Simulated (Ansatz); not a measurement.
Base system: CsPbI$_{3}$ in the cubic perovskite structure (space group Pm-3m, No. 221; a = 6.3905 Å). Axes: x, y, z lie along the cube axes.

Structures relaxed with Ansatz (a quantum-chemistry and plane-wave program), PBE, PAW, cutoff 420 eV, no SOC.

Base:

Simulated powder pattern, Cu Kα1, λ = 1.54056 Å (kinematic, ideal powder, no thermal factors, no anomalous dispersion; the 10 strongest lines at most, above 2 %, up to 2θ = 90°):

| 2θ (°) | I/Imax (%) | hkl |
|---|---|---|
| 13.85 | 39 | (100) |
| 19.63 | 39 | (110) |
| 24.10 | 36 | (111) |
| 27.90 | 100 | (200) |
| 31.27 | 23 | (210) |
| 34.35 | 20 | (211) |
| 39.87 | 77 | (220) |
| 49.36 | 28 | (222) |
| 65.24 | 36 | (420) |
| 72.39 | 27 | (422) |

After one change:

Simulated powder pattern, Cu Kα1, λ = 1.54056 Å (kinematic, ideal powder, no thermal factors, no anomalous dispersion; the 10 strongest lines at most, above 2 %, up to 2θ = 90°):

```json
[
 {"2θ (°)": "14.01", "I/Imax (%)": "40"},
 {"2θ (°)": "19.26", "I/Imax (%)": "21"},
 {"2θ (°)": "20.45", "I/Imax (%)": "18"},
 {"2θ (°)": "24.87", "I/Imax (%)": "26"},
 {"2θ (°)": "28.24", "I/Imax (%)": "100"},
 {"2θ (°)": "39.10", "I/Imax (%)": "42"},
 {"2θ (°)": "41.58", "I/Imax (%)": "35"},
 {"2θ (°)": "51.02", "I/Imax (%)": "19"},
 {"2θ (°)": "64.33", "I/Imax (%)": "20"},
 {"2θ (°)": "67.85", "I/Imax (%)": "17"}
]
```

### Question
Which of these changes matches the shifts?
A) uniaxial strain ε_zz = −2.73 %
B) isotropic strain +0.87 %
C) biaxial strain −3.96 %, plane normal [111], relaxed out of plane
D) uniaxial stress, 2 GPa tension along z

### Answer
C, biaxial strain −3.96 %, plane normal [111], relaxed out of plane. Its volume per atom is 50.67 Å³ against 52.20 Å³, and its space group is R-3m (No. 166).

Beyond what the load breaks, stability against distortions was not tested. Many cubic perovskites are stable only at high temperature; tilts and polar distortions were not tested. This is not the structure that CsPbI3 has at room temperature and ambient pressure.
